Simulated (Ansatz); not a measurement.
Crystal: Pd.

```
Pd
1.0
     0.00000    1.94650    1.94650
     1.94650    0.00000    1.94650
     1.94650    1.94650    0.00000
Pd
1
Direct
  0.00000 0.00000 0.00000
```

Base run:

- Program: Ansatz 0.2.0
- Functional: PBE
- Potentials or basis: Ansatz PAW
- Cutoff: 350 eV
- Density cutoff: 1400 eV
- k mesh: 12 × 12 × 12
- Occupations: fermi-dirac, width 0.05 eV
- Spin: no spin polarisation

Its results: band gap on the k mesh none (metal or under the smearing width); pressure 6.9 GPa.

**Question.** The run is repeated on the same cell with these changes: functional from PBE to LDA; potentials or basis from Ansatz PAW to JTH PAW LDA; cutoff from 350 eV to 1080 eV; density cutoff from 1400 eV to 5400 eV. What comes out?

**Answer.** Band gap on the k mesh none (metal or under the smearing width); pressure -7.5 GPa.

Caveats: the cutoff lies under the one recommended for these potentials (some runs).
